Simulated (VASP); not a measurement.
Write the native input for VASP 6.6.1 that does the following.

* Task: evGW0 quasiparticle levels
* Functional: PBE
* Potentials or basis: VASP PAW PBE potentials, release 64 (Ga_d_GW, N_GW)
* Cutoff: 500 eV
* k mesh: 6 × 6 × 6
* Occupations: gaussian, width 0.01 eV
* Spin: no spin polarisation
* Cutoff of the response function: 150
* Frequency points: 48
* Empty bands: 47
* GW scheme: evGW0
* GW iterations: 4
* Further INCAR settings: ALGO = EVGW0; EDIFF = 1e-08; NBANDS = 56

The system is GaN.

```
Ga N
1.0
     0.00000    2.13524    2.13524
     2.13524    0.00000    2.13524
     2.13524    2.13524    0.00000
Ga N
1 1
Direct
  0.00000 0.00000 0.00000
  0.50000 0.50000 0.50000
```

Measurements of this composition are mostly on another form, of space group No. 186.

The input as run:

POSCAR

```
GaN
1.0
    0.0000000000      2.1352350000      2.1352350000
    2.1352350000      0.0000000000      2.1352350000
    2.1352350000      2.1352350000      0.0000000000
Ga N
1 1
Direct
    0.0000000000      0.0000000000      0.0000000000
    0.5000000000      0.5000000000      0.5000000000
```

INCAR.step1

```
SYSTEM = GaN
PREC = Accurate
ENCUT = 500
EDIFF = 1E-8
ISMEAR = 0
SIGMA = 0.01
LREAL = .FALSE.
LASPH = .TRUE.
NELM = 100
ALGO = Normal
LWAVE = .TRUE.
LCHARG = .FALSE.
GGA = PE
```

INCAR.step2

```
SYSTEM = GaN
PREC = Accurate
ENCUT = 500
EDIFF = 1E-8
ISMEAR = 0
SIGMA = 0.01
LREAL = .FALSE.
LASPH = .TRUE.
NELM = 1
ALGO = Exact
LWAVE = .TRUE.
LCHARG = .FALSE.
GGA = PE
NBANDS = 56
LOPTICS = .TRUE.
ISTART = 1
```

INCAR.step3

```
SYSTEM = GaN
PREC = Accurate
ENCUT = 500
EDIFF = 1E-8
ISMEAR = 0
SIGMA = 0.01
LREAL = .FALSE.
LASPH = .TRUE.
ALGO = EVGW0
LWAVE = .FALSE.
LCHARG = .FALSE.
GGA = PE
NELMGW = 4
NBANDS = 56
ENCUTGW = 150
NOMEGA = 48
PRECFOCK = Fast
ISTART = 1
NBANDSGW = 17
```

KPOINTS

```
regular mesh
0
G
  6 6 6
  0 0 0
```

Potentials or basis: VASP PAW PBE potentials, release 64 (Ga_d_GW, N_GW).

The run is started by

```bash
$ cat potpaw_PBE.64/Ga_d_GW/POTCAR potpaw_PBE.64/N_GW/POTCAR > POTCAR
$ cp INCAR.step1 INCAR
$ mpirun -np 1 vasp_std > vasp.out
$ cp INCAR.step2 INCAR
$ mpirun -np 1 vasp_std > vasp.out
$ cp INCAR.step3 INCAR
$ mpirun -np 1 vasp_std > vasp.out
```

Results of the run:

| Property | Result |
| --- | --- |
| Band gap on the k mesh, mean-field level | 0.38 eV, indirect (least direct gap 2.36 eV) |
| Quasiparticle gap | 1.31 eV |
| Least direct quasiparticle gap | 3.47 eV |

Caveat: the k mesh is coarse (spacing up to 0.42 Å⁻¹), so the values aren't converged; bands, screening cutoff and mesh are small and nothing is extrapolated, so the quasiparticle values aren't converged.

It took 8.2 min on 1 thread of Intel(R) Xeon(R) 6975P-C (Granite Rapids), on a shared host, peak memory 0.3 GiB.
